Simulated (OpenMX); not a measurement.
Crystal: Pb.

```
Pb
1.0
     3.48000    0.00000    0.00000
    -1.74000    3.01377    0.00000
     0.00000    0.00000    5.59000
Pb
2
Cartesian
  1.7400 1.0046 4.1925
  0.0000 2.0092 1.3975
```

This isn't the form of Pb at room conditions, which is fcc.

* Program: OpenMX 3.8.5
* Task: single point
* Functional: PBE
* Potentials or basis: OpenMX 2013 PBE set, Pb8.0-s3p2d2f1, grid cutoff 500 Ry
* k mesh: 9 × 9 × 5
* Occupations: fermi-dirac, width 0.05 eV
* Spin: no spin polarisation

On this cell: pressure 4.5 GPa; largest force 0.006 eV/Å; band gap on the k mesh none (metal or under the smearing width).

The same run follows on a disturbed copy (atoms moved at random, drawn with an rms of 0.05 Å):

```xyz
2
Lattice="3.4800 0.0000 0.0000 -1.7400 3.0138 0.0000 0.0000 0.0000 5.5900" Properties=species:S:1:pos:R:3 pbc="T T T"
Pb    1.7483    1.0604    4.1723
Pb   -0.0038    2.0711    1.4324
```

Question: What changes?

Answer: The energy (extrapolated to zero smearing) moves by +1.5 meV/atom; pressure 4.6 GPa; largest force 0.118 eV/Å; band gap on the k mesh none (metal or under the smearing width).

Forces in eV/Å, atoms in the order of the input:
```
Pb  -0.003  0.006  0.118
Pb   0.003 -0.005 -0.118
```

Caveats: the basis of atomic orbitals isn't converged, which shifts pressures, moduli and gaps.
